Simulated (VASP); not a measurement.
# WS2 (R3m) in VASP: dielectric tensor with PBEsol+D3(BJ)

Aim: the dielectric tensor of WS2 with PBEsol+D3(BJ).

Everything below comes from runs of VASP 6.6.1. Logs are shortened: lines on timing, memory, paths and dates and some standing lists are left out, and cuts for length are marked.

### 1 The crystal as given

The structure is trigonal, space group R3m (No. 160). Conventional cell: a = 3.121 Å, b = 3.121 Å, c = 17.533 Å, α = 90.00°, β = 90.00°, γ = 120.00°. W (site symmetry 3m) has 6 S at 2.39 Å as nearest neighbours. S (site symmetry 3m) is surrounded by 3 W at 2.39 Å. S (site symmetry 3m) is surrounded by 3 W at 2.39 Å.

Measurements of this composition are mostly on another form, of space group No. 194.

### 2 Dielectric tensor, PBEsol+D3(BJ)

Input file INCAR:

```
SYSTEM = WS2
PREC = Accurate
ENCUT = 520
EDIFF = 1E-7
ISMEAR = 0
SIGMA = 0.02
LREAL = .FALSE.
LASPH = .TRUE.
NELM = 60
ALGO = Normal
ISIF = 2
LWAVE = .FALSE.
LCHARG = .FALSE.
GGA = PS
IVDW = 12
LEPSILON = .TRUE.
KPAR = 4
```

Input file KPOINTS:

```
Automatic mesh
0
G
  12 12 12
  0 0 0
```

Input file POSCAR:

```
WS2                                     
1.0
    1.5604868182      0.9009474892      5.8443928854
   -1.5604868182      0.9009474892      5.8443928854
    0.0000000000     -1.8018949691      5.8443928855
  W               S             
     1     2
Direct
     0.0006376135845744    0.0006376135845744    0.0006376135846739
     0.2445248000926001    0.2445248000926001    0.2445248000926711
     0.4235375863228195    0.4235375863228195    0.4235375863226490
```

Potentials or basis: VASP PAW PBE potentials, release 64 (W_sv, S).

Started as:

```sh
$ cat potpaw_PBE.64/W_sv/POTCAR potpaw_PBE.64/S/POTCAR > POTCAR
$ mpirun -np 4 vasp_std > vasp.out
```

OUTCAR:

```text
SYSTEM = WS2
   PREC = Accurate
   ENCUT = 520
   EDIFF = 1E-7
   ISMEAR = 0
   LREAL = .FALSE.
   LASPH = .TRUE.
   NELM = 60
   ISIF = 2
   GGA = PS
   IVDW = 12
   LEPSILON = .TRUE.
 IVDW          = 12

 ion  position               nearest neighbor table
   1  0.001  0.001  0.001-   2 2.39   2 2.39   2 2.39   3 2.39   3 2.39   3 2.39
   2  0.245  0.245  0.245-   1 2.39   1 2.39   1 2.39
   3  0.424  0.424  0.424-   1 2.39   1 2.39   1 2.39

  LATTYP: Found a trigonal (rhomboedric) cell.
 ALAT       =     6.1158608296
 COS(alpha) =     0.8697927948

  Lattice vectors:

 A1 = (   1.5604868182,   0.9009474892,   5.8443928854)
 A2 = (  -1.5604868182,   0.9009474892,   5.8443928854)
 A3 = (   0.0000000000,  -1.8018949691,   5.8443928855)

Analysis of symmetry for initial positions (statically):
=====================================================================
 Subroutine PRICEL returns:
 Original cell was already a primitive cell.

 Routine SETGRP: Setting up the symmetry group for a
 trigonal (rhombohedral) supercell.

 Subroutine GETGRP returns: Found  6 space group operations
 (whereof  6 operations were pure point group operations)
 out of a pool of 12 trial point group operations.

The static configuration has the point symmetry C_3v.

Analysis of symmetry for dynamics (positions and initial velocities):
=====================================================================
 Subroutine PRICEL returns:
 Original cell was already a primitive cell.

 Routine SETGRP: Setting up the symmetry group for a
 trigonal (rhombohedral) supercell.

 Subroutine GETGRP returns: Found  6 space group operations
 (whereof  6 operations were pure point group operations)
 out of a pool of 12 trial point group operations.

The dynamic configuration has the point symmetry C_3v.

 Subroutine INISYM returns: Found  6 space group operations
 (whereof  6 operations are pure point group operations),
 and found     1 'primitive' translations

----------------------------------------------------------------------------------------

                                     Primitive cell

  volume of cell :      49.3004

  direct lattice vectors                    reciprocal lattice vectors
     1.560486818  0.900947489  5.844392885     0.320412832  0.184990434  0.057034724
    -1.560486818  0.900947489  5.844392885    -0.320412832  0.184990434  0.057034724
     0.000000000 -1.801894969  5.844392885     0.000000000 -0.369980868  0.057034724

  length of vectors
     6.115860830  6.115860830  6.115860829     0.374351176  0.374351176  0.374351176

  position of ions in fractional coordinates (direct lattice)
     0.000637614  0.000637614  0.000637614
     0.244524800  0.244524800  0.244524800
     0.423537586  0.423537586  0.423537586

  ion indices of the primitive-cell ions
   primitive index   ion index
                 1           1
                 2           2
                 3           3

----------------------------------------------------------------------------------------

 KPOINTS: Automatic mesh

Automatic generation of k-mesh.
 Grid dimensions read from file:
 generate k-points for:   12   12   12

 Generating k-lattice:

  Cartesian coordinates                     Fractional coordinates (reciprocal lattice)
     0.026701069  0.015415870  0.004752894     0.083333333  0.000000000  0.000000000
    -0.026701069  0.015415870  0.004752894     0.000000000  0.083333333  0.000000000
     0.000000000 -0.030831739  0.004752894     0.000000000  0.000000000  0.083333333

  Length of vectors
     0.031195931  0.031195931  0.031195931

  Shift w.r.t. Gamma in fractional coordinates (k-lattice)
     0.000000000  0.000000000  0.000000000

 Subroutine IBZKPT returns following result:
 ===========================================

 Found    189 irreducible k-points:

 Following reciprocal coordinates:
            Coordinates               Weight
  0.000000  0.000000  0.000000      1.000000
  0.083333 -0.000000 -0.000000      6.000000
  0.166667 -0.000000  0.000000      6.000000
  0.250000 -0.000000  0.000000      6.000000
  0.333333 -0.000000  0.000000      6.000000
  0.416667 -0.000000  0.000000      6.000000
[... 16 lines left out ...]
  0.500000  0.166667  0.000000     12.000000
 -0.416667  0.166667  0.000000     12.000000
 [... further k-points ...]
   k-points           NKPTS =    189   k-points in BZ     NKDIM =    189   number of bands    NBANDS=     17
   number of dos      NEDOS =    301   number of ions     NIONS =      3
   total plane-waves  NPLWV = 110592
   dimension x,y,z NGX =    48 NGY =   48 NGZ =   48
   dimension x,y,z NGXF=    96 NGYF=   96 NGZF=   96
   ions per type =               1   2
   NGX,Y,Z   is equivalent  to a cutoff of  13.05, 13.05, 13.05 a.u.
   NGXF,Y,Z  is equivalent  to a cutoff of  26.10, 26.10, 26.10 a.u.
 SYSTEM =  WS2
   PREC   = accura    normal or accurate (medium, high low for compatibility)
   ISTART =      0    job   : 0-new  1-cont  2-samecut
   ICHARG =      2    charge: 1-file 2-atom 10-const
   ISPIN  =      1    spin polarized calculation?
   LNONCOLLINEAR =      F non collinear calculations
   LSORBIT =      F    spin-orbit coupling
   LASPH  =      T    aspherical Exc in radial PAW
   ENCUT  =  520.0 eV  38.22 Ry    6.18 a.u.  11.37 11.37 11.37*2*pi/ulx,y,z
   NELM   =     60;   NELMIN=  2; NELMDL= -5     # of ELM steps
   EDIFF  = 0.1E-06   stopping-criterion for ELM
   LREAL  =      F    real-space projection
   EDIFFG = 0.1E-05   stopping-criterion for IOM
   NSW    =      0    number of steps for IOM
   IBRION =     -1    ionic relax: 0-MD 1-quasi-New 2-CG
   NFREE  =      0    steps in history (QN), initial steepest desc. (CG)
   ISIF   =      2    stress and relaxation
   ISYM   =      2    0-nonsym 1-usesym 2-fastsym
   POTIM  = 0.5000    time-step for ionic-motion
   TEBEG  =    0.0;   TEEND  =   0.0 temperature during run
   PSTRESS=    0.0 pullay stress
   NELECT =      26.0000    total number of electrons
   NUPDOWN=      -1.0000    fix difference up-down
   EMIN   =  10.00;   EMAX   =-10.00  energy-range for DOS
   EFERMI =   0.00;   METHOD = LEGACY
   ISMEAR =     0;   SIGMA  =   0.02  broadening in eV -4-tet -1-fermi 0-gaus
   EFERMI_NEDOS =   21; number of points for ismear=-14 and -15
   IALGO  =     38    algorithm
   IMIX   =      4    mixing-type and parameters
     AMIX     =   0.40;   BMIX     =  1.00
     AMIX_MAG =   1.60;   BMIX_MAG =  1.00
  volume/ion in A,a.u.               =      16.43       110.90
  Fermi-wavevector in a.u.,A,eV,Ry     =   1.322663  2.499471 23.802541  1.749437
  Thomas-Fermi vector in A             =   2.452328
   LORBIT       =      0    0 simple, 1 ext, 2 COOP (PROOUT), +10 PAW based schemes
   GGA     = PS    functional components
   LHFCALC =     F    Hartree Fock is set to
   AEXX    =    0.0000 exact exchange contribution
   IVDW    =    12    specifies the selected vdW correction
   LEPSILON=     T    determine dielectric tensor
   LRPA    =     F    only Hartree local field effects (RPA)
 non-spin polarized calculation
 Gauss-broadening in eV      SIGMA  =   0.02
  energy-cutoff  :      520.00
  volume of cell :       49.30
 maximum number of plane-waves:      1345
 NGX is ok and might be reduce to    48
   NGX = 23   NGY = 23   NGZ = 23

--------------------------------------- Ionic step        1  -------------------------------------------

 number of electron      26.0000000 magnetization

 E-fermi :   8.8096     XC(G=0): -11.6094

 val. band max:        8.5968490215   @ k =   0.5000   0.5000   0.5000
 cond. band min:       9.3150613948   @ k =  -0.1667   0.1667   0.0000
 fundamental gap:      0.7182123734
 Fermi energy:         8.8096428088

 k-point     1 :       0.0000    0.0000    0.0000
  band No.  band energies     occupation
      1     -66.1340      2.00000
      2     -30.4407      2.00000
      3     -30.2140      2.00000
      4     -30.2140      2.00000
      5      -7.5588      2.00000
      6      -5.2330      2.00000
[... 457 lines left out ...]
      4     -30.3580      2.00000
      5      -4.8780      2.00000
      6      -4.6202      2.00000
[... 9 lines left out ...]
     16      11.3974      0.00000
     17      12.7942      0.00000

 [... further k-points ...]

  FORCE on cell =-STRESS in cart. coord.  units (eV):
  Direction    XX          YY          ZZ          XY          YZ          ZX
  --------------------------------------------------------------------------------------
  -------------------------------------------------------------------------------------
  Total       0.00011     0.00011    -0.00303     0.00000    -0.00000     0.00000
  in kB       0.00370     0.00370    -0.09847     0.00000    -0.00000     0.00000
  external pressure =       -0.03 kB  Pullay stress =        0.00 kB

 VOLUME and BASIS-vectors are now :
 -----------------------------------------------------------------------------
  energy-cutoff  :      520.00
  volume of cell :       49.30
      direct lattice vectors                 reciprocal lattice vectors
     1.560486818  0.900947489  5.844392885     0.320412832  0.184990434  0.057034724
    -1.560486818  0.900947489  5.844392885    -0.320412832  0.184990434  0.057034724
     0.000000000 -1.801894969  5.844392885     0.000000000 -0.369980868  0.057034724

 POSITION                                       TOTAL-FORCE (eV/Angst)
 -----------------------------------------------------------------------------------
      0.00000      0.00000      0.01118         0.000000     -0.000000     -0.000037
      0.00000      0.00000      4.28730         0.000000     -0.000000     -0.001708
      0.00000      0.00000      7.42596         0.000000      0.000000      0.001745
 -----------------------------------------------------------------------------------
    total drift:                               -0.000000      0.000000     -0.000029

  FREE ENERGIE OF THE ION-ELECTRON SYSTEM (eV)
  ---------------------------------------------------
  free  energy   TOTEN  =       -26.4708916461 eV

  energy  without entropy=      -26.4708916461  energy(sigma->0) =      -26.47089165

 HEAD OF MICROSCOPIC STATIC DIELECTRIC TENSOR (INDEPENDENT PARTICLE, excluding Hartree and local field effects)
 ------------------------------------------------------
          15.649813     0.000000     0.000000
          -0.000000    15.649813     0.000000
           0.000000     0.000000    11.030953
 ------------------------------------------------------

 Free energy of the ion-electron system (eV)
  ---------------------------------------------------
  ---------------------------------------------------
  free energy    TOTEN  =        -1.98781403 eV

  energy without entropy =       -1.98781403

------------------------ aborting loop because EDIFF is reached ----------------------------------------

 Edisp (eV)   -1.25293

 E8    (eV) :    -0.8131

--------------------------------------- Ionic step        2  -------------------------------------------

------------------------ aborting loop because EDIFF is reached ----------------------------------------

 Edisp (eV)   -1.25293

 E8    (eV) :    -0.8131

--------------------------------------- Ionic step        3  -------------------------------------------

 Free energy of the ion-electron system (eV)
  ---------------------------------------------------
  ---------------------------------------------------
  free energy    TOTEN  =        -1.03437620 eV

  energy without entropy =       -1.03437620

------------------------ aborting loop because EDIFF is reached ----------------------------------------

 Edisp (eV)   -1.25293

 E8    (eV) :    -0.8131

 PIEZOELECTRIC TENSOR FIELD DIRECTION 3  (e Angst)
 -----------------------------------------------------------------------------
    -0.02267  0.00000 -0.00000           ( -0.00200  0.00000  0.00000)
     0.00000 -0.02267  0.00000           (  0.00000 -0.00200 -0.00000)
     0.00000  0.00000  0.41556           (  0.00000 -0.00000 -0.00155)

 PIEZOELECTRIC TENSOR FIELD DIRECTION 3  (C/m^2)
 -----------------------------------------------------------------------------
    -0.00737  0.00000 -0.00000
     0.00000 -0.00737  0.00000
     0.00000  0.00000  0.13505

 MACROSCOPIC STATIC DIELECTRIC TENSOR (including local field effects in DFT)
 ------------------------------------------------------
          14.838739     0.000000     0.000000
           0.000000    14.838739     0.000000
          -0.000000     0.000000     8.248707
 ------------------------------------------------------

 PIEZOELECTRIC TENSOR (including local field effects)  for field in x, y, z        (e  Angst)
          XX          YY          ZZ          XY          YZ          ZX
  --------------------------------------------------------------------------------
  x     0.00000     0.00000     0.00000     1.17293     0.00000     0.14986
  y     1.17293    -1.17293     0.00000     0.00000     0.14987     0.00000
  z    -0.02267    -0.02267     0.41556     0.00000     0.00000     0.00000

 PIEZOELECTRIC TENSOR (including local field effects)  for field in x, y, z        (C/m^2)
          XX          YY          ZZ          XY          YZ          ZX
  --------------------------------------------------------------------------------
  x     0.00000     0.00000     0.00000     0.38118     0.00000     0.04870
  y     0.38118    -0.38118     0.00000     0.00000     0.04870     0.00000
  z    -0.00737    -0.00737     0.13505     0.00000     0.00000     0.00000

 BORN EFFECTIVE CHARGES (including local field effects) (in |e|, cummulative output)
 ---------------------------------------------------------------------------------
 ion    1
    1    -0.63591     0.00000     0.00000
    2     0.00000    -0.63591    -0.00000
    3     0.00000    -0.00000    -0.77730
 ion    2
    1     0.33739     0.00000     0.00000
    2     0.00000     0.33739     0.00000
    3     0.00000     0.00000     0.48748
 ion    3
    1     0.29853     0.00000     0.00000
    2     0.00000     0.29853     0.00000
    3     0.00000     0.00000     0.28982
```

Wall time 14 min (4 MPI ranks of Intel Xeon 6975P-C (Granite Rapids), shared host); peak memory 1.7 GiB.

What came out:

| Item | Value |
| --- | --- |
| Band gap on the k mesh | 0.72 eV, indirect (least direct gap 2.03 eV) |
| Electronic dielectric tensor (diagonal) | 14.84, 14.84, 8.25 |
| Born charges (mean of the diagonal) | W -0.68; S +0.39, +0.30 e |
| Dispersion energy per atom | -0.418 eV |

Levels at points of the mesh, in eV from the valence-band top:
| k point | band 11 | band 12 | band 13 | band 14 | band 15 | band 16 |
| --- | --- | --- | --- | --- | --- | --- |
| (0.00, 0.00, 0.00) | -2.46 | -1.66 | -1.26 | 2.03 | 2.03 | 2.45 |
| (0.50, 0.00, 0.00) | -2.76 | -2.02 | -1.86 | 2.28 | 2.40 | 3.54 |
| (0.50, 0.50, 0.00) | -3.62 | -2.27 | -1.80 | 2.21 | 2.59 | 3.08 |
| (0.50, 0.50, 0.50) | -2.39 | -2.39 | 0.00 | 2.12 | 2.12 | 2.27 |

Electronic dielectric tensor:
```
14.84  0.00  0.00
 0.00 14.84  0.00
 0.00  0.00  8.25
```

Born effective charge tensors (e):
atom 1, W
```
-0.64  0.00  0.00
 0.00 -0.64  0.00
 0.00  0.00 -0.78
```
atom 2, S
```
0.34 0.00 0.00
0.00 0.34 0.00
0.00 0.00 0.49
```
atom 3, S
```
0.30 0.00 0.00
0.00 0.30 0.00
0.00 0.00 0.29
```

Caveat: the PAW data sets were made with another functional, which shifts forces and pressure a little; spin-orbit coupling is left out, which moves the levels of the heavy elements.
